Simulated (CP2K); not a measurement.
Runs of CP2K 2026.2 on Ni. It takes space group Fm-3m (No. 225, cubic). The conventional cell has a = 3.475 Å, b = 3.475 Å, c = 3.475 Å, α = 90.00°, β = 90.00°, γ = 90.00°. Ni (site symmetry m-3m) has 12 Ni at 2.46 Å as nearest neighbours. 

```tsv
task	level	potentials or basis	smearing	EPS_DEFAULT	NGRIDS	potentials	points a segment of the path (NPOINTS)	bands added on the path	gap on the mesh (eV)	pressure (GPa)	moment (μB)
band structure	PBEsol	POTENTIAL_UZH Ni GTH-PBE-q18; TZVP-MOLOPT-PBE-GTH basis	fermi-dirac 0.05 eV	1.0E-10	4	Ni GTH-PBE-q18 of POTENTIAL_UZH	10	4	none	-3.1	0.64
single point	PBE	POTENTIAL_UZH Ni GTH-PBE-q18; TZVP-MOLOPT-PBE-GTH basis	fermi-dirac 0.05 eV	1.0E-10	4	Ni GTH-PBE-q18 of POTENTIAL_UZH	-	-	none	7.7	0.64
band structure	PBE	POTENTIAL_UZH Ni GTH-PBE-q18; TZVP-MOLOPT-PBE-GTH basis	fermi-dirac 0.05 eV	1.0E-9	5	Ni GTH-PBE-q18 of POTENTIAL_UZH	8	2	none	7.7	0.64
band structure	LDA	GTH_POTENTIALS Ni GTH-PADE-q18; TZVP-MOLOPT-PBE-GTH basis	fermi-dirac 0.1 eV	1.0E-9	5	Ni GTH-PADE-q18 of GTH_POTENTIALS	8	4	none	-21.8	(a)
```

Alike in all rows: spin collinear, ferromagnetic start; cell as given; k mesh 13 × 13 × 13.

Question: Fill in the values left out.

Answer: (a) 0.62.

Caveats: the basis of atomic orbitals isn't converged, which shifts pressures, moduli and gaps; the potentials were made for another functional, which shifts forces and pressure (some runs); so large a pressure means that the cell lies far from this level's equilibrium, or that cutoff or potentials fall short (some runs).

A k mesh can miss the band edges.

A gap of «none» marks a metal or a gap under the smearing width.

Not every run made on this cell is shown here.
